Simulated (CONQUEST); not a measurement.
**TiO2 (Anatase) under changes of volume**

One of the cells (11.354 Å³/atom); the others are scaled copies at fixed shape and fractional positions:

```xyz
12
Lattice="3.7842 0.0000 0.0000 0.0000 3.7842 0.0000 0.0000 0.0000 9.5146" Properties=species:S:1:pos:R:3 pbc="T T T"
Ti    0.0000    1.8921    2.3786
Ti    1.8921    0.0000    7.1359
Ti    0.0000    0.0000    0.0000
Ti    1.8921    1.8921    4.7573
O     0.0000    0.0000    7.5346
O     1.8921    1.8921    2.7773
O     0.0000    1.8921    0.3987
O     1.8921    0.0000    5.1560
O     0.0000    1.8921    4.3586
O     1.8921    0.0000    9.1159
O     0.0000    0.0000    1.9800
O     1.8921    1.8921    6.7373
```

- Program: CONQUEST 1.3
- Functional: LDA
- Potentials or basis: PseudoDojo NC LDA, DZP, grid of 40 × 40 × 100 points
- k mesh: 5 × 5 × 2
- Occupations: fermi-dirac, width 0.05 eV
- Spin: no spin polarisation

```tsv
volume (Å³/atom)	energy over the lowest point (meV/atom)	pressure (GPa)	gap on the mesh (eV)	largest force (eV/Å)
10.673	16.61	11.6	2.03	0.311
10.900	?	?	?	?
11.127	0.00	0.5	1.94	0.003
11.354	2.48	-3.9	1.90	0.121
11.581	10.84	-7.6	1.86	0.198
11.808	24.79	-11.9	1.82	0.320
12.035	43.96	-15.1	1.78	0.442
```

**Question.** What does the run at 10.900 Å³/atom give?

**Answer.** Energy over the lowest point 4.24 meV/atom; pressure 5.8 GPa; gap on the mesh 1.99 eV; largest force 0.140 eV/Å.

Worked out: A Birch-Murnaghan fit of order 3 (a polynomial in V^(-2/3)) to the other rows has its minimum at 11.16 Å³/atom with B0 = V·E''(V) = 232 GPa and B' = 3.9 at fixed shape and positions, which overstates the stiffness. It gives 4.57 meV/atom at 10.900 Å³/atom, against the run's 4.24, and -dE/dV = 5.7 GPa, against 5.8. A straight line through the other rows of the gap, of slope -2.07 eV per unit of ln V, gives 1.98 eV, against the run's 1.99.

Energies are extrapolated to zero smearing.

Caveats: an odd mesh through Γ misses points on the zone boundary, where band edges often lie; the basis of atomic orbitals isn't converged, which shifts pressures, moduli and gaps.
